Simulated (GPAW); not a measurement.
Consider GaAs (zinc-blende (GaAs)1-x(GaP)x, x = 0, F-43m).

```xyz
16
Lattice="0.0000 5.6530 5.6530 5.6530 0.0000 5.6530 5.6530 5.6530 0.0000" Properties=species:S:1:pos:R:3 pbc="T T T"
Ga    0.0000    0.0000    0.0000
As    1.4132    1.4132    1.4132
Ga    2.8265    2.8265    0.0000
As    4.2397    4.2397    1.4132
Ga    2.8265    0.0000    2.8265
As    4.2397    1.4132    4.2397
Ga    5.6530    8.4795    8.4795
As    7.0662    4.2397    4.2397
Ga    0.0000    2.8265    2.8265
As    1.4132    4.2397    4.2397
Ga    8.4795    5.6530    8.4795
As    4.2397    7.0662    4.2397
Ga    2.8265    2.8265    5.6530
As    4.2397    4.2397    7.0662
Ga    5.6530    5.6530    5.6530
As    7.0662    7.0662    7.0662
```

Absorber: atom 1, with 4 As at 2.45 Å (tetrahedral). Method: GPAW, PBE, excited-electron core hole (neutral cell), 16-atom cell with 8.0 Å between holes, 4×4×4 k points, dipole transitions, Gaussian full width 1.82 eV up to 4 eV, rising linearly to 3.5 eV at 25 eV.

Question: Predict the near-edge structure at the Ga K edge.

Main maxima up to 27 eV above the zero (height): 4.4 eV (1.86), 12.2 eV (1.25) and 18.6 eV (0.81). A K edge sees empty p states on the absorber. 

The Ga K spectrum (energy from the bottom of the conduction band, which holds the excited electron; intensity scaled to a mean of 1 over the first 20 eV):

```tsv
E (eV)	intensity
-2.00	0.00
-1.25	0.00
-0.50	0.03
0.25	0.15
1.00	0.45
1.75	0.84
2.50	1.20
3.25	1.50
4.00	1.81
4.75	1.78
5.50	1.41
6.25	1.11
7.00	1.02
7.75	0.99
8.50	0.92
9.25	0.88
10.00	0.94
10.75	1.07
11.50	1.21
12.25	1.25
13.00	1.15
13.75	0.99
14.50	0.83
15.25	0.71
16.00	0.66
16.75	0.67
17.50	0.74
18.25	0.80
19.00	0.80
19.75	0.77
20.50	0.75
21.25	0.74
22.00	0.75
22.75	0.74
23.50	0.72
24.25	0.71
25.00	0.71
25.75	0.73
26.50	0.75
27.25	0.78
```

The script folds with a Gaussian, whereas the core hole's own line is a Lorentzian, so the onset is too steep and the first peak too high.

[Banner, clock and machine lines of the logs are left out without a mark of their own.]

[Logs are printed without paths, hosts, clocks, repeated set-up lines and the standing remarks that a program may print on its own settings, such as how far it seeks lower states.]

[Hosts, paths, dates, database ids (printed as entryN), source tags and the programs' standing remarks are cut or masked in the printed files.]

[Lists of maxima count a maximum above −3 eV only where it reaches 4 % of the highest in the window and stands out from its surroundings by 2 % of it (1.5 % where it reaches 55 %); shoulders and weaker maxima are passed over, and of the rest the first, up to two pre-edge ones and the few strongest are named.]
